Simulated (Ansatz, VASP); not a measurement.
**One calculation of Ca, two programs**

```
CELL_PARAMETERS angstrom
1.97128 -3.39549 0.00000
1.97128 3.39549 0.00000
0.00000 0.00000 6.50911
ATOMIC_POSITIONS crystal
Ca 0.83559 0.16441 0.25000
Ca 0.16441 0.83559 0.75000
```

Alike in both runs: task single point; functional PBE; k mesh 6 × 6 × 4; occupations gaussian, width 0.1 eV; no spin polarisation.

|  | VASP | Ansatz |
| --- | --- | --- |
| version | VASP 6.6.1 | Ansatz 0.2.0 |
| potentials or method | VASP PAW PBE potentials, release 64 (Ca_sv) | scalar-relativistic, plane waves, PAW |
| plane-wave cutoff (eV) | 520 | 420 |
| valence electrons in the cell | 20 | 20 |

|  | VASP | Ansatz | Ansatz less VASP |
| --- | --- | --- | --- |
| gap on the k mesh at the Fermi level (eV) | none | none | - |
| pressure (GPa) | -0.5 | -0.5 | 0.00 |
| largest component of the traceless stress (GPa) | 0.15 | 0.15 | -0.001 |
| rms of the force components (eV/Å) | 0.010 | 0.010 | +0.0001 |

Atom by atom the forces differ by 0.000 eV/Å (rms over components). A gap of «none» marks a metal or a gap that the smearing closes. With one functional, cell and mesh, what is left measures potentials, basis and numerics.
